Seven programs agree on the force in this silicon carbide crystal to about 2 %, while the pressures, which six of them give, spread over about 40 %. The likely reason is that the four bonds around each atom form a nearly regular tetrahedron. A change that acts alike on all four nearly cancels in the force on the atom, but it adds up in the pressure. Each calculation, with its own potentials and numerical settings, therefore has its own volume at which the pressure vanishes. In terms of length the disagreement is small: the whole spread in pressure corresponds to only about 0.2 % of the lattice constant.

Kohn-Sham DFT calculations with the PBE functional for SiC (P6_3mc, 4-atom cell), all at the same unrelaxed geometry, without spin polarisation, on a 10×10×5 k mesh with Fermi-Dirac smearing of 0.05 eV. Energies in the basis column are plane-wave cutoffs. Pressure is positive in compression, and the Ansatz value excludes the Pulay correction.

```csv
program,potentials,basis,pressure (GPa),largest force (eV/Å)
Octopus,pseudodojo_pbe,default,n/a,0.759
Ansatz,Ansatz PAW,420 eV,3.410,0.753
ABACUS,PseudoDojo NC SR 0.4.1 PBE standard,1116 eV,3.660,0.760
DFTK,dojo.nc.sr.pbe.v0_4_1.standard,1116 eV,3.670,0.760
SIRIUS,dojo sr pbe 0.4.1 standard,1127 eV,3.670,0.760
Quantum ESPRESSO,SSSP 1.3 efficiency PBE,748 eV,3.900,0.758
GPAW,GPAW PAW data sets (gpaw data 1.2.1),800 eV,4.970,0.770
```

**Octopus: why the force is so steady**

The first row has a largest force of 0.759 eV/Å, and every other row lies within about 0.01 eV/Å of it. No pressure is given for Octopus, so this row counts for the force only. Such a force means that the crystal is not at rest. The silicon and carbon layers are shifted against each other along the hexagonal axis, and they are driven back with equal and opposite forces. The shortest bond is 1.868 Å long, whereas four equal bonds in this cell would measure 1.887 Å.

Each atom has four neighbours of the other element at the corners of a nearly regular tetrahedron. If the tetrahedron were regular and its four bonds equally strong, their pulls would balance, whatever that strength was. The symmetry of this crystal does not strictly fix the point of zero force, because the bond along the axis may differ a little from the other three. But a change of potentials that strengthens or weakens all four bonds alike can hardly move that point. What it can still change is how steeply the force grows as the atoms leave it.

For a small shift this can be written as $F \approx K u$, where $F$ is the size of the force, $u$ the shift from the balance point and $K$ the stiffness against it. All programs are given the same atomic positions, so $u$ is practically common to them. An error of 1 % in $K$ then gives an error of 1 % in the force, which is less than 0.01 eV/Å here. The error multiplies a quantity that is already settled.

The pressure has no such anchor. Near equilibrium it follows $P \approx B\,(V_0 - V)/V$, where $P$ is the pressure, $V$ the volume of the cell, $V_0$ the volume at which the pressure vanishes and $B$ the bulk modulus. No cancellation between bonds holds $V_0$ in place. It results from a balance between the attraction that binds the crystal and the repulsion that keeps the atoms apart, and each description of the atoms strikes that balance slightly differently. Numerical errors in the calculated stress shift the apparent $V_0$ as well.

Silicon carbide is stiff, with a bulk modulus of roughly 220 GPa (a recalled value), so small shifts of $V_0$ become large shifts of pressure. A change of 0.1 % in lattice constant is 0.3 % in volume and costs about 0.7 GPa. The pressures in the table are only a few gigapascals, because the cell is compressed by only about 2 % in volume. A tiny error in length thus becomes a large percentage of a small pressure.

**Ansatz: a small basis may lower the pressure**

Ansatz has the lowest pressure, 3.41 GPa, about 0.26 GPa below the mean of the next three rows. It also uses the lowest plane-wave cutoff in the table, 420 eV. The cutoff is the highest kinetic energy of the waves from which the orbitals are built. With too few waves the energy lies somewhat too high, and it falls when more are added.

This matters for pressure because squeezing the cell shortens every wave. If the number of waves is held fixed, compression raises their effective cutoff and so improves the basis. The calculated energy then falls for a reason that has nothing to do with the bonds, and the crystal seems to resist compression less than it should. This spurious contribution, called Pulay stress, lowers the pressure, and the value in the table is the one without a correction for it.

The size of the effect follows from the way the cutoff $E_\mathrm{cut}$ scales with volume at a fixed number of waves, $E_\mathrm{cut} \propto V^{-2/3}$. Differentiating the energy $E$ through the cutoff gives

$$\Delta P_\mathrm{Pulay} = \frac{2}{3}\,\frac{E_\mathrm{cut}}{V}\,\frac{\mathrm{d}E}{\mathrm{d}E_\mathrm{cut}},$$

which is negative because the energy falls as the cutoff rises. To account for the whole deficit, a cutoff 10 % higher would have to lower the energy by about 2.5 meV per atom. That is a modest amount, so the explanation is plausible, but a run at a higher cutoff would have to confirm it. Ansatz also uses its own PAW data sets, which could shift the pressure as well.

The force from Ansatz is also the lowest, by about 1 % relative to the next three rows. Plane waves do not move with the atoms, so Pulay stress has no direct counterpart in the force. A crystal that is 1 % softer against the shift of its layers would be enough to explain the difference. Whether the potentials or the short basis would make it so is open.

**ABACUS, DFTK and SIRIUS: the program itself hardly matters**

The next three rows are the control. The programs differ, but they use the same family of potentials and nearly the same cutoff, well above 1000 eV. Their pressures agree to about 0.01 GPa and their forces are equal to the last printed digit. Over all rows the pressure varies more than a hundred times as much.

Different programs can therefore solve the same equations to the same answer, even for a quantity as sensitive as pressure. The large differences appear only where the description of the atoms and the numerical settings change along with the program. The close agreement does not make these three pressures correct, however. Any error in the potentials that they share would appear in all three.

**Quantum ESPRESSO: the pressure moves and the force stays**

Quantum ESPRESSO uses another set of potentials, and its pressure is 0.23 GPa above the mean of the three. Its force differs from theirs by only 0.002 eV/Å. This is the pattern to expect if the new potentials shift the preferred volume and leave the balance around each atom almost untouched.

The physical origin of such a shift probably lies close to the nuclei. None of these programs treats the inner electrons afresh in the crystal. A potential or data set stands in for them, and it also replaces the rapidly varying inner part of the valence orbitals by something smoother. Two sets built for the same element can agree well for the free atom and still differ slightly in how strongly two bonded atoms repel each other.

That difference is centred on the nucleus and has no preferred direction, so it should act almost equally on all four bonds. Suppose that it adds a small outward push $f$ along every bond. On an atom in a regular tetrahedron the four pushes point in balanced directions and add up to zero. For the crystal as a whole they do not cancel, because every lengthened bond helps to enlarge the cell.

The pressure counts each push multiplied by the length of its bond. An atom has four bonds, each shared with a neighbour, which makes two bonds per atom. With $d$ for the bond length and $v$ for the volume per atom, the virial expression for the pressure gives

$$\Delta P = \frac{2 f d}{3 v}.$$

The push $f$ is the only unknown here, and it has to be inferred from the pressure. A push of 0.01 eV/Å in every bond raises the pressure of this crystal by about 0.2 GPa. The force on an atom, in the ideal case, doesn't change at all.

**GPAW: the largest departure**

The last row tests the picture best, because its pressure stands far apart at 4.97 GPa. That is 1.30 GPa above the mean of the three control rows. The push in each bond that would produce this excess follows by turning the relation round. With 10.34 Å³ per atom, equal bonds of 1.887 Å and 1 eV/Å³ = 160.2 GPa, it is

$$f = \frac{3 v\,\Delta P}{2 d} = \frac{3 \times 10.34 \times 1.30}{2 \times 1.887 \times 160.2} \approx 0.067\ \text{eV/Å}.$$

If only the bond along the axis pushed with this strength, the force on the atom would change by the same 0.067 eV/Å. The calculated force changes by 0.010 eV/Å, about one seventh of that. The force from GPAW did not enter the estimate, and its small change is what the cancellation would lead one to expect. It does not prove that the bonds push harder, since an error in the calculated stress alone would leave the force untouched too. Either way, the pressure is higher by about a third while the force is higher by little more than 1 %.

The directions of the stress fit the same picture. In the DFTK run the cell is under about 5.3 GPa across the hexagonal axis but only 0.4 GPa along it, a very uneven load. GPAW adds 1.35 GPa across the axis and 1.20 GPa along it, which is nearly the same in both directions. Equal pushes in the four bonds of a tetrahedron would do just this, although an error in the stress that acted like a uniform pressure would look alike.

The picture is less successful in the finer detail. It predicts no change of force in a regular tetrahedron, and so it does not supply the last 0.010 eV/Å in GPAW. For Ansatz the pressure deficit would translate into a push of −0.013 eV/Å, and the force changes by −0.007 eV/Å, so the cancellation there would be at best partial. That row is better understood as a possible basis effect in the pressure together with a separate, small change in the force.

Where GPAW's excess pressure comes from is still open. Its data sets may prefer a slightly larger crystal, or its numerical settings may raise the calculated stress. Repeating the run with a finer basis and grid, and comparing the pressure with the slope of the energy against volume, would separate the two.

**What carries over to another crystal**

The useful question for a similar comparison is what fixes the zero of each quantity. Where balanced surroundings hold it nearly in place, as they seem to do for the force here, a change of potentials mainly rescales the result, and the programs agree to a percent or so. Where the zero depends on a balance of large effects, as for the pressure, the same change shifts the result by a roughly constant amount. That shift looks dramatic near equilibrium and modest under strong compression.

A difference of 1 GPa between two such calculations on a stiff ceramic should first be translated into a length. Here it means roughly 0.15 % in lattice constant. All the pressures in the table agree that the cell is compressed, and all the forces agree on how hard its layers are driven back. The compression is relative to the volume that PBE prefers, and PBE tends to make crystals slightly too large, so a real crystal of this size need not be under pressure. The disagreement concerns the exact volume at which each calculated pressure would vanish.
